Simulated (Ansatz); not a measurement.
Relaxation of a periodic cell of 17 atoms, Si (host Si, host structure diamond, interstitial Si), to a largest force component of 0.03 eV/Å in at most 60 steps.

Theory: DFT PBE, scalar-relativistic, plane waves, PAW in Ansatz 0.2.0. Settings: PAW set soft_1, cutoff 420 eV, k mesh 2x2x2, gaussian smearing 0.02 eV, no spin polarisation.

```xyz
17
Lattice="0.0000 5.4300 5.4300 5.4300 0.0000 5.4300 5.4300 5.4300 0.0000" Properties=species:S:1:pos:R:3:forces:R:3
Si 0.000 0.000 0.000 -0.54 -0.06 -0.06
Si 1.357 1.357 1.357 -0.85 0.81 0.77
Si 2.715 2.715 0.000 0.05 0.58 -0.05
Si 4.072 4.072 1.357 0.06 -0.04 0.10
Si 2.715 0.000 2.715 0.04 -0.03 0.64
Si 4.072 1.357 4.072 0.08 0.11 -0.04
Si 5.430 2.715 2.715 0.00 0.00 0.00
Si 6.787 4.072 4.072 -0.11 -0.08 -0.06
Si 0.000 2.715 2.715 -0.02 0.06 0.11
Si 1.357 4.072 4.072 -0.28 -0.33 -0.35
Si 2.715 5.430 2.715 -0.01 -0.01 -0.40
Si 4.072 6.787 4.072 0.40 0.34 -0.45
Si 2.715 2.715 5.430 -0.03 -0.45 -0.02
Si 4.072 4.072 6.787 0.55 -0.57 0.44
Si 5.430 5.430 5.430 0.48 0.02 -0.01
Si 6.787 6.787 6.787 -0.04 0.05 0.07
Si 2.699 5.469 5.498 0.22 -0.40 -0.67
```

Problem. Where does it end, and by what steps?

Solution. The forces met the threshold. The force dipped under the threshold on the way, but the program's further checks kept it going. After 3 steps the energy has fallen by 0.152 eV; Si17 moved furthest, 0.07 Å.

| step | energy less start (eV) | largest force component (eV/Å) | accepted |
| --- | --- | --- | --- |
| 0 | 0.0000 | 0.849 | yes |
| 1 | -0.1320 | 0.300 | yes |
| 2 | -0.1523 | 0.016 | yes |
| 3 | -0.1523 | 0.016 | yes |

```xyz
17
Lattice="0.0000 5.4300 5.4300 5.4300 0.0000 5.4300 5.4300 5.4300 0.0000" Properties=species:S:1:pos:R:3
Si -0.033 0.003 0.004
Si 1.334 1.383 1.386
Si 2.713 2.750 0.003
Si 4.076 4.070 1.366
Si 2.714 0.002 2.755
Si 4.077 1.366 4.072
Si 5.429 2.716 2.717
Si 6.779 4.069 4.072
Si 0.000 2.718 2.721
Si 1.336 4.053 4.054
Si 2.715 5.432 2.685
Si 4.094 6.812 4.052
Si 2.715 2.685 5.433
Si 4.095 4.051 6.816
Si 5.460 5.431 5.433
Si 6.783 6.793 6.794
Si 2.714 5.434 5.437
```

The run took 12 s on 1 thread of Intel(R) Xeon(R) Platinum 8488C (Sapphire Rapids), on a shared host, peak memory 0.54 GiB.
